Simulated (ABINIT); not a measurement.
A calculation with ABINIT 10.8.3 (patched build) of Yb (native input, structure from a POSCAR):

File run.abi:

```
pp_dirpath "./"
pseudos "Yb.GGA_PBE-JTH.xml"

structure "poscar:POSCAR"
natom 1

ecut 20.0
pawecutdg 40.0

kptopt 1
ngkpt 9 9 9
nshiftk 1
shiftk 0.0 0.0 0.0

ixc 11

nband 20
occopt 3
tsmear 0.05 eV

nsppol 2
spinat
     0.0000000000     0.0000000000     1.0000000000

nstep 100
tolvrs 1.0e-9

iomode 3
prtwf 0
prtden 0
prteig 0
prtebands 0
```

Contents of POSCAR:

```
Yb
1.0
   -2.1514830000      2.1514830000      2.1514830000
    2.1514830000     -2.1514830000      2.1514830000
    2.1514830000      2.1514830000     -2.1514830000
Yb
1
Direct
    0.0000000000      0.0000000000      0.0000000000  Yb
```

Potentials or basis: JTH PAW PBE v2.0.

Launch:

```bash
$ abinit run.abi > log 2>&1
```

This isn't the form of Yb at room conditions, which is fcc.

Question: Write the same calculation in another form: ASE script, structure from a POSCAR.

Answer: As run:

run.py

```python
import json, os
import numpy as np
from ase.units import GPa
from ase.calculators.abinit import Abinit, AbinitProfile
from ase.io import read

atoms = read('POSCAR')
atoms.set_initial_magnetic_moments([1.0])

profile = AbinitProfile(command='abinit', pp_paths=[os.path.abspath('pseudos')])
params = dict(
    pps='pawxml', xc='PBE',
    ecut=544.2277,
    pawecutdg=1088.4554,
    kptopt=1,
    ngkpt=[9, 9, 9],
    nshiftk=1,
    shiftk=[0.0, 0.0, 0.0],
    ixc=11,
    nband=20,
    occopt=3,
    tsmear=0.05,
    nstep=100,
    tolvrs=1e-09,
    prtwf=0,
    prtden=0,
)

atoms.calc = Abinit(profile=profile, directory='run', **params)
energy = atoms.get_potential_energy()
forces = atoms.get_forces()
stress = atoms.get_stress()
print(f'energy {energy:.6f} eV')
print('forces (eV/A)')
print(np.round(forces, 5))
print('stress (GPa, Voigt, tension positive)', np.round(stress / GPa, 4))
json.dump(dict(energy=energy, forces=forces.tolist(), stress=stress.tolist(), cell=atoms.cell.tolist(), frac=atoms.get_scaled_positions(wrap=False).tolist()), open('results.json', 'w'))
```

POSCAR

```
Yb
1.0
   -2.1514830000      2.1514830000      2.1514830000
    2.1514830000     -2.1514830000      2.1514830000
    2.1514830000      2.1514830000     -2.1514830000
Yb
1
Direct
    0.0000000000      0.0000000000      0.0000000000
```

Potentials or basis: JTH PAW PBE v2.0.

Command:

```bash
$ python run.py
```

Both were run:

|  | native input, structure from a POSCAR | ASE script, structure from a POSCAR |
| --- | --- | --- |
| Pressure | -2.9 GPa | -2.9 GPa |
| Band gap on the k mesh | none (metal or under the smearing width) | none (metal or under the smearing width) |
| Net moment | 0.00 μB per cell | 0.00 μB per cell |
| Valence electrons inside the program's atomic spheres | Yb 21.76 (radii [1.3241] Å) | Yb 21.76 (radii [1.3241] Å) |

Keys that steer only the numerical path or the files written may differ.

Caveat: spin-orbit coupling is left out, which moves the levels of the heavy elements.
